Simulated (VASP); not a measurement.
# HfB2 (P6/mmm) in VASP: further runs, part 2 of 2

VASP 6.6.1. Earlier steps stand in the parts before.

### 5 Single point, PBEsol

Input file INCAR:

```
SYSTEM = HfB2
  PREC = Accurate
  ENCUT = 460
  EDIFF = 1E-7
  ISMEAR = 1
  SIGMA = 0.4
  LREAL = .FALSE.
  LASPH = .TRUE.
  NELM = 100
  ALGO = Normal
  ISIF = 2
  LWAVE = .FALSE.
  LCHARG = .FALSE.
  GGA = PS
  NBANDS = 12
  ADDGRID = .FALSE.
```

Input file KPOINTS:

```
Automatic mesh
0
G
  11 11 8
  0 0 0
```

Input file POSCAR:

```
HfB2
1.0
    3.1400000000      0.0000000000      0.0000000000
   -1.5700000000      2.7193197679      0.0000000000
    0.0000000000      0.0000000000      3.4800000000
Hf B
1 2
Direct
    0.0000000000      0.0000000000      0.0000000000
    0.6666666667      0.3333333333      0.5000000000
    0.3333333333      0.6666666667      0.5000000000
```

Potentials or basis: VASP PAW PBE potentials, release 64 (Hf, B).

Command:

```
$ cat potpaw_PBE.64/Hf/POTCAR potpaw_PBE.64/B/POTCAR > POTCAR
$ mpirun -np 1 vasp_std > vasp.out
```

OUTCAR:

```text
SYSTEM = HfB2
   PREC = Accurate
   ENCUT = 460
   EDIFF = 1E-7
   ISMEAR = 1
   LREAL = .FALSE.
   LASPH = .TRUE.
   NELM = 100
   ISIF = 2
   GGA = PS

 Found     80 irreducible k-points:

 Following reciprocal coordinates:
            Coordinates               Weight
  0.000000  0.000000  0.000000      1.000000
  0.090909  0.000000  0.000000      6.000000
  0.181818  0.000000  0.000000      6.000000
  0.272727  0.000000  0.000000      6.000000
  0.363636  0.000000  0.000000      6.000000
  0.454545  0.000000  0.000000      6.000000
   k-points           NKPTS =     80   k-points in BZ     NKDIM =     80   number of bands    NBANDS=     12
   number of dos      NEDOS =    301   number of ions     NIONS =      3
   total plane-waves  NPLWV =  13824
   dimension x,y,z NGX =    24 NGY =   24 NGZ =   24
   dimension x,y,z NGXF=    48 NGYF=   48 NGZF=   48
   ions per type =               1   2
   NGX,Y,Z   is equivalent  to a cutoff of  12.71, 12.71, 11.47 a.u.
   NGXF,Y,Z  is equivalent  to a cutoff of  25.41, 25.41, 22.93 a.u.
 SYSTEM =  HfB2
   PREC   = accura    normal or accurate (medium, high low for compatibility)
   ISTART =      0    job   : 0-new  1-cont  2-samecut
   ICHARG =      2    charge: 1-file 2-atom 10-const
   ISPIN  =      1    spin polarized calculation?
   LNONCOLLINEAR =      F non collinear calculations
   LSORBIT =      F    spin-orbit coupling
   LASPH  =      T    aspherical Exc in radial PAW
   ENCUT  =  460.0 eV  33.81 Ry    5.81 a.u.   5.49  5.49  6.09*2*pi/ulx,y,z
   NELM   =    100;   NELMIN=  2; NELMDL= -5     # of ELM steps
   EDIFF  = 0.1E-06   stopping-criterion for ELM
   LREAL  =      F    real-space projection
   EDIFFG = 0.1E-05   stopping-criterion for IOM
   NSW    =      0    number of steps for IOM
   IBRION =     -1    ionic relax: 0-MD 1-quasi-New 2-CG
   NFREE  =      0    steps in history (QN), initial steepest desc. (CG)
   ISIF   =      2    stress and relaxation
   ISYM   =      2    0-nonsym 1-usesym 2-fastsym
   POTIM  = 0.5000    time-step for ionic-motion
   TEBEG  =    0.0;   TEEND  =   0.0 temperature during run
   PSTRESS=    0.0 pullay stress
   NELECT =      10.0000    total number of electrons
   NUPDOWN=      -1.0000    fix difference up-down
   EMIN   =  10.00;   EMAX   =-10.00  energy-range for DOS
   EFERMI =   0.00;   METHOD = LEGACY
   ISMEAR =     1;   SIGMA  =   0.40  broadening in eV -4-tet -1-fermi 0-gaus
   EFERMI_NEDOS =   21; number of points for ismear=-14 and -15
   IALGO  =     38    algorithm
   IMIX   =      4    mixing-type and parameters
     AMIX     =   0.40;   BMIX     =  1.00
     AMIX_MAG =   1.60;   BMIX_MAG =  1.00
  volume/ion in A,a.u.               =       9.90        66.84
  Fermi-wavevector in a.u.,A,eV,Ry     =   1.138724  2.151876 17.642568  1.296692
  Thomas-Fermi vector in A             =   2.275428
   LORBIT       =      0    0 simple, 1 ext, 2 COOP (PROOUT), +10 PAW based schemes
   GGA     = PS    functional components
   LHFCALC =     F    Hartree Fock is set to
   AEXX    =    0.0000 exact exchange contribution
   IVDW    =     0    specifies the selected vdW correction
   LEPSILON=     F    determine dielectric tensor
   LRPA    =     F    only Hartree local field effects (RPA)
 non-spin polarized calculation
 Methfessel and Paxton  Order N= 1 SIGMA  =   0.40
  energy-cutoff  :      460.00
  volume of cell :       29.71
 maximum number of plane-waves:       690
 NGX is ok and might be reduce to    24
   NGX = 11   NGY = 11   NGZ = 13

 number of electron      10.0000000 magnetization

 Free energy of the ion-electron system (eV)
  ---------------------------------------------------
  ext. energy  EPLUGINS =         0.00000000
  ---------------------------------------------------
  free energy    TOTEN  =       -27.92965409 eV

  energy without entropy =      -27.93351464  energy(sigma->0) =      -27.93094094

 E-fermi :   7.7393     XC(G=0): -12.4562

 val. band max:        7.5757472942   @ k =   0.0909   0.0909   0.2500
 cond. band min:       7.8046386418   @ k =   0.2727   0.1818   0.0000
 fundamental gap:      0.2288913476
 Fermi energy:         7.7393493155

 k-point     1 :       0.0000    0.0000    0.0000
  band No.  band energies     occupation
      1      -5.8935      2.00000
      2       4.7859      2.00000
      3       4.9457      2.00000
      4       4.9457      2.00000
      5       5.0550      2.00000
      6      11.8365     -0.00000
      7      11.8365     -0.00000
      8      12.5011     -0.00000
      9      12.5011     -0.00000
     10      12.8192     -0.00000
     11      12.8192     -0.00000
     12      12.8840     -0.00000

 k-point     2 :       0.0909    0.0000    0.0000
  band No.  band energies     occupation
      1      -5.7230      2.00000
      2       4.4459      2.00000
      3       4.9004      2.00000
      4       4.9352      2.00000
      5       4.9638      2.00000
      6      11.2652     -0.00000
      7      11.7119     -0.00000
      8      11.7604     -0.00000
      9      12.0552     -0.00000
     10      13.3983     -0.00000
     11      13.7782     -0.00000
     12      14.0797     -0.00000

 k-point     3 :       0.1818    0.0000    0.0000
  band No.  band energies     occupation
      1      -5.2281      2.00000
      2       3.2899      2.00000
      3       4.5420      2.00000
      4       4.8694      2.00000
      5       5.3598      2.00000
      6      10.1364     -0.00000
      7      11.4004     -0.00000
      8      11.5154     -0.00000
      9      12.1245     -0.00000
     10      13.8212     -0.00000
     11      14.8585     -0.00000
     12      15.3345     -0.00000

 k-point     4 :       0.2727    0.0000    0.0000
  band No.  band energies     occupation
      1      -4.4526      2.00000
      2       1.9101      2.00000
      3       4.1600      2.00000
      4       4.7193      2.00000
      5       5.5241      2.00000
      6       9.9975     -0.00000
      7      11.0333     -0.00000
      8      11.3493     -0.00000
      9      11.9116     -0.00000
     10      13.8895     -0.00000
     11      15.8314      0.00000
     12      17.3850      0.00000

 k-point     5 :       0.3636    0.0000    0.0000
  band No.  band energies     occupation
      1      -3.4548      2.00000
      2       0.4961      2.00000
      3       3.8702      2.00000
      4       4.5417      2.00000
      5       5.2500      2.00000
      6      10.5055     -0.00000
      7      10.7280     -0.00000
      8      11.1441     -0.00000
      9      12.7236     -0.00000
     10      13.8799     -0.00000
     11      17.3917      0.00000
     12      17.7800      0.00000

 k-point     6 :       0.4545    0.0000    0.0000
  band No.  band energies     occupation
      1      -2.3228      2.00000
      2      -0.8440      2.00000
      3       3.7194      2.00000
      4       4.4260      2.00000
      5       4.9742      2.00000
      6      10.0255     -0.00000
      7      10.5584     -0.00000
      8      12.9544     -0.00000
      9      13.4446     -0.00000
     10      13.9301     -0.00000
     11      15.8511      0.00000
     12      18.7567      0.00000

 [... further k-points ...]

------------------------ aborting loop because EDIFF is reached ----------------------------------------

  FORCE on cell =-STRESS in cart. coord.  units (eV):
  Direction    XX          YY          ZZ          XY          YZ          ZX
  --------------------------------------------------------------------------------------
  -------------------------------------------------------------------------------------
  Total       -0.7299755     -0.7299755     -0.8230866     -0.0000000      0.0000000      0.0000000
  in kB      -39.3595132    -39.3595132    -44.3799644     -0.0000000      0.0000000      0.0000000
  external PRESSURE =     -41.0329969 kB  Pullay stress =       0.0000000 kB

 VOLUME and BASIS-vectors are now :
 -----------------------------------------------------------------------------
  energy-cutoff  :      460.00
  volume of cell :       29.71
      direct lattice vectors                 reciprocal lattice vectors
     3.140000000  0.000000000  0.000000000     0.318471338  0.183869512  0.000000000
    -1.570000000  2.719319768  0.000000000     0.000000000  0.367739025  0.000000000
     0.000000000  0.000000000  3.480000000     0.000000000  0.000000000  0.287356322

 POSITION                                       TOTAL-FORCE (eV/Angst)
 -----------------------------------------------------------------------------------
      0.00000      0.00000      0.00000         0.000000      0.000000      0.000000
      1.57000      0.90644      1.74000        -0.000000      0.000000      0.000000
     -0.00000      1.81288      1.74000         0.000000      0.000000      0.000000
 -----------------------------------------------------------------------------------
    total drift:                                0.000000     -0.000000      0.000000

  FREE ENERGIE OF THE ION-ELECTRON SYSTEM (eV)
  ---------------------------------------------------
  free  energy   TOTEN  =       -27.9296540894 eV

  energy  without entropy=      -27.9335146421  energy(sigma->0) =      -27.93094094
```

stdout:

```text
POSCAR found type information on POSCAR HfB
 POSCAR found :  2 types and       3 ions
 scaLAPACK will be used
 -----------------------------------------------------------------------------
|                                                                             |
|                                                                             |
|     You enforced a specific xc type in the INCAR file but a different       |
|     I HOPE YOU KNOW WHAT YOU ARE DOING!                                     |
|                                                                             |
 -----------------------------------------------------------------------------

 LDA part: xc-table for (Slater+PW92), standard interpolation
 POSCAR, INCAR and KPOINTS ok, starting setup
 FFT: planning ... GRIDC
 FFT: planning ... GRID_SOFT
 FFT: planning ... GRID
 WAVECAR not read
 entering main loop
```

Run time: 9.2 s. Hardware: 1 thread of Intel Xeon Platinum 8559C (Emerald Rapids), shared host; peak memory 0.15 GiB.

The run converged, but some of its settings lie outside the range that counts as converged, so its numbers aren't taken as properties of the crystal.

Results:

```
Free energy            : -27.9297 eV
Pressure               : -4.1 GPa
Band gap on the k mesh : none (metal or under the smearing width)
```

Caveat: the PAW data sets were made with another functional, which shifts forces and pressure a little.

### 6 Single point, PBEsol

INCAR is that of step 5.

KPOINTS is that of step 5.

Input file POSCAR:

```
HfB2
1.0
    3.1400000000      0.0000000000      0.0000000000
   -1.5700000000      2.7193197679      0.0000000000
    0.0000000000      0.0000000000      3.4800000000
Hf B
1 2
Direct
   -0.0142630000      0.0046330000     -0.0059370000
    0.6696320000      0.3380360000      0.4871880000
    0.3055440000      0.6904850000      0.5067950000
```

Potentials or basis: VASP PAW PBE potentials, release 64 (Hf, B).

Command:

```
$ cat potpaw_PBE.64/Hf/POTCAR potpaw_PBE.64/B/POTCAR > POTCAR
$ mpirun -np 1 vasp_std > vasp.out
```

OUTCAR:

```text
SYSTEM = HfB2
   PREC = Accurate
   ENCUT = 460
   EDIFF = 1E-7
   ISMEAR = 1
   LREAL = .FALSE.
   LASPH = .TRUE.
   NELM = 100
   ISIF = 2
   GGA = PS

 Found    485 irreducible k-points:

 Following reciprocal coordinates:
            Coordinates               Weight
  0.000000  0.000000  0.000000      1.000000
  0.090909  0.000000  0.000000      2.000000
  0.000000  0.090909  0.000000      2.000000
 -0.090909  0.090909  0.000000      2.000000
  0.181818  0.000000  0.000000      2.000000
  0.000000  0.181818  0.000000      2.000000
   k-points           NKPTS =    485   k-points in BZ     NKDIM =    485   number of bands    NBANDS=     12
   number of dos      NEDOS =    301   number of ions     NIONS =      3
   total plane-waves  NPLWV =  13824
   dimension x,y,z NGX =    24 NGY =   24 NGZ =   24
   dimension x,y,z NGXF=    48 NGYF=   48 NGZF=   48
   ions per type =               1   2
   NGX,Y,Z   is equivalent  to a cutoff of  12.71, 12.71, 11.47 a.u.
   NGXF,Y,Z  is equivalent  to a cutoff of  25.41, 25.41, 22.93 a.u.
 SYSTEM =  HfB2
   PREC   = accura    normal or accurate (medium, high low for compatibility)
   ISTART =      0    job   : 0-new  1-cont  2-samecut
   ICHARG =      2    charge: 1-file 2-atom 10-const
   ISPIN  =      1    spin polarized calculation?
   LNONCOLLINEAR =      F non collinear calculations
   LSORBIT =      F    spin-orbit coupling
   LASPH  =      T    aspherical Exc in radial PAW
   ENCUT  =  460.0 eV  33.81 Ry    5.81 a.u.   5.49  5.49  6.09*2*pi/ulx,y,z
   NELM   =    100;   NELMIN=  2; NELMDL= -5     # of ELM steps
   EDIFF  = 0.1E-06   stopping-criterion for ELM
   LREAL  =      F    real-space projection
   EDIFFG = 0.1E-05   stopping-criterion for IOM
   NSW    =      0    number of steps for IOM
   IBRION =     -1    ionic relax: 0-MD 1-quasi-New 2-CG
   NFREE  =      0    steps in history (QN), initial steepest desc. (CG)
   ISIF   =      2    stress and relaxation
   ISYM   =      2    0-nonsym 1-usesym 2-fastsym
   POTIM  = 0.5000    time-step for ionic-motion
   TEBEG  =    0.0;   TEEND  =   0.0 temperature during run
   PSTRESS=    0.0 pullay stress
   NELECT =      10.0000    total number of electrons
   NUPDOWN=      -1.0000    fix difference up-down
   EMIN   =  10.00;   EMAX   =-10.00  energy-range for DOS
   EFERMI =   0.00;   METHOD = LEGACY
   ISMEAR =     1;   SIGMA  =   0.40  broadening in eV -4-tet -1-fermi 0-gaus
   EFERMI_NEDOS =   21; number of points for ismear=-14 and -15
   IALGO  =     38    algorithm
   IMIX   =      4    mixing-type and parameters
     AMIX     =   0.40;   BMIX     =  1.00
[... 23 lines left out ...]
  ext. energy  EPLUGINS =         0.00000000
  ---------------------------------------------------
  free energy    TOTEN  =       -27.79751687 eV

  energy without entropy =      -27.80017006  energy(sigma->0) =      -27.79840127

 E-fermi :   7.7335     XC(G=0): -12.4524

 val. band max:        7.7215605357   @ k =  -0.0909  -0.0909   0.2500
 cond. band min:       7.7391602002   @ k =  -0.3636   0.1818   0.1250
 fundamental gap:      0.0175996644
 Fermi energy:         7.7334924007

 k-point     1 :       0.0000    0.0000    0.0000
  band No.  band energies     occupation
      1      -5.9016      2.00000
      2       4.3756      2.00000
      3       4.7255      2.00000
      4       5.0465      2.00000
      5       5.5470      2.00000
      6      11.5578     -0.00000
      7      11.7181     -0.00000
      8      11.9382     -0.00000
      9      12.1296     -0.00000
     10      12.8339     -0.00000
     11      13.1111     -0.00000
     12      13.9735     -0.00000
[... 61 lines left out ...]
 k-point     6 :       0.0000    0.1818    0.0000
  band No.  band energies     occupation
      1      -5.2437      2.00000
      2       3.0378      2.00000
      3       4.5616      2.00000
      4       5.1228      2.00000
      5       5.4005      2.00000
      6      10.0620     -0.00000
      7      11.2771     -0.00000
      8      11.5087     -0.00000
      9      11.9905     -0.00000
     10      13.5389     -0.00000
     11      15.0054     -0.00000
     12      15.3447     -0.00000

 [... further k-points ...]

------------------------ aborting loop because EDIFF is reached ----------------------------------------

  FORCE on cell =-STRESS in cart. coord.  units (eV):
  Direction    XX          YY          ZZ          XY          YZ          ZX
  --------------------------------------------------------------------------------------
  -------------------------------------------------------------------------------------
  Total       -0.0915639     -0.4615936     -0.8114716     -0.2487492      0.0525289     -0.0797275
  in kB       -4.9370284    -24.8886419    -43.7536929    -13.4122949      2.8323049     -4.2988244
  external PRESSURE =     -24.5264544 kB  Pullay stress =       0.0000000 kB

 VOLUME and BASIS-vectors are now :
 -----------------------------------------------------------------------------
  energy-cutoff  :      460.00
  volume of cell :       29.71
      direct lattice vectors                 reciprocal lattice vectors
     3.140000000  0.000000000  0.000000000     0.318471338  0.183869512  0.000000000
    -1.570000000  2.719319768  0.000000000     0.000000000  0.367739025  0.000000000
     0.000000000  0.000000000  3.480000000     0.000000000  0.000000000  0.287356322

 POSITION                                       TOTAL-FORCE (eV/Angst)
 -----------------------------------------------------------------------------------
      3.08794      0.01260      3.45934        -0.166791      0.369152      0.164125
      1.57193      0.91923      1.69541        -1.397060      0.295916      0.308902
     -0.12465      1.87765      1.76365         1.563851     -0.665068     -0.473027
 -----------------------------------------------------------------------------------
    total drift:                                0.000008     -0.000001     -0.000026

  FREE ENERGIE OF THE ION-ELECTRON SYSTEM (eV)
  ---------------------------------------------------
  free  energy   TOTEN  =       -27.7975168687 eV

  energy  without entropy=      -27.8001700623  energy(sigma->0) =      -27.79840127
```

OSZICAR:

```text
N       E                     dE             d eps       ncg     rms          rms(c)
DAV:   1     0.128493319209E+01    0.12849E+01   -0.40836E+03 11640   0.647E+02
DAV:   2    -0.292381582525E+02   -0.30523E+02   -0.29338E+02 16356   0.120E+02
DAV:   3    -0.300856141590E+02   -0.84746E+00   -0.84101E+00 16000   0.175E+01
DAV:   4    -0.300889601259E+02   -0.33460E-02   -0.33445E-02 14492   0.111E+00
DAV:   5    -0.300889755652E+02   -0.15439E-04   -0.15439E-04 15804   0.673E-02    0.203E+01
DAV:   6    -0.280119499825E+02    0.20770E+01   -0.38982E+00 14076   0.981E+00    0.104E+01
DAV:   7    -0.278254953217E+02    0.18645E+00   -0.72757E-01 15504   0.464E+00    0.272E+00
DAV:   8    -0.277997729104E+02    0.25722E-01   -0.77007E-02 13900   0.146E+00    0.547E-01
DAV:   9    -0.277976691459E+02    0.21038E-02   -0.86447E-03 14096   0.493E-01    0.195E-01
DAV:  10    -0.277975276116E+02    0.14153E-03   -0.85924E-04 14112   0.165E-01    0.367E-02
DAV:  11    -0.277975181614E+02    0.94502E-05   -0.44818E-05 15168   0.432E-02    0.161E-02
DAV:  12    -0.277975168413E+02    0.13201E-05   -0.46025E-06 14820   0.120E-02    0.536E-03
DAV:  13    -0.277975168687E+02   -0.27376E-07   -0.16851E-07 12772   0.245E-03
   1 F= -.27797517E+02 E0= -.27798401E+02  d E =0.265319E-02
```

Run time: 44 s. Hardware: 1 thread of Intel Xeon Platinum 8559C (Emerald Rapids), shared host; peak memory 0.27 GiB.

The run converged, but some of its settings lie outside the range that counts as converged, so its numbers aren't taken as properties of the crystal.

Results:

```
Free energy            : -27.7975 eV
Pressure               : -2.5 GPa
Largest force          : 1.764 eV/Å
Band gap on the k mesh : none (metal or under the smearing width)
```

Caveat: the PAW data sets were made with another functional, which shifts forces and pressure a little.

### 7 The reference run

An earlier run on the cell as given: functional PBEsol; potentials or basis VASP PAW PBE potentials, release 64 (Hf_pv, B); cutoff 520 eV; k mesh 10 × 10 × 8; occupations fermi-dirac, width 0.05 eV; no spin polarisation.

- Pressure: -4.4 GPa
- Band gap on the k mesh: none (metal or under the smearing width)
